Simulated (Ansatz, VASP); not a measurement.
One calculation of Si16Ge (a cell with a defect), two programs

```xyz
17
Lattice="0.0000 5.4300 5.4300 5.4300 0.0000 5.4300 5.4300 5.4300 0.0000" Properties=species:S:1:pos:R:3 pbc="T T T"
Si   -0.1307    0.1208   -0.1179
Si    1.2372    1.4897    1.4798
Si    2.6321    2.7401    0.0852
Si    4.0491    4.1559    1.2768
Si    2.8363    0.1214    2.8487
Si    4.3194    1.6047    3.8289
Si    5.6932    2.9784    2.4549
Si    6.8713    4.1566    4.0985
Si   -0.2458    2.4696    2.9639
Si    1.2380    3.9533    3.9445
Si    2.6324    5.3476    2.6930
Si    3.8099    6.5252    4.3379
Si    2.8356    2.5848    5.3122
Si    4.2045    3.9526    6.9098
Si    5.4549    5.3475    5.5151
Si    6.8707    6.7644    6.7068
Ge    2.0372    4.7526    6.1117
```

Alike in both runs: functional PBE; dispersion D3(BJ); k mesh 2 × 2 × 2; occupations fermi-dirac, width 0.02 eV; no spin polarisation.

Ansatz relaxed the structure, and its values are those at the end. VASP's run is a single point on that final structure, the one shown.

|  | VASP | Ansatz |
| --- | --- | --- |
| version | VASP 6.6.1 | Ansatz 0.2.0 |
| potentials or method | VASP PAW PBE potentials, release 64 (Si, Ge_d) | scalar-relativistic, plane waves, PAW |
| plane-wave cutoff (eV) | 520 | 420 |
| valence electrons in the cell | 78 | 78 |

Ansatz gave:

```
rms of the force components (eV/Å) : 0.012
dispersion energy (meV/atom)       : -333.4
```

What did VASP give for the same quantities?

rms of the force components (eV/Å): 0.013; dispersion energy (meV/atom): -333.3.

Caveats: the k mesh is coarse (spacing up to 0.50 Å⁻¹), so the values aren't converged.
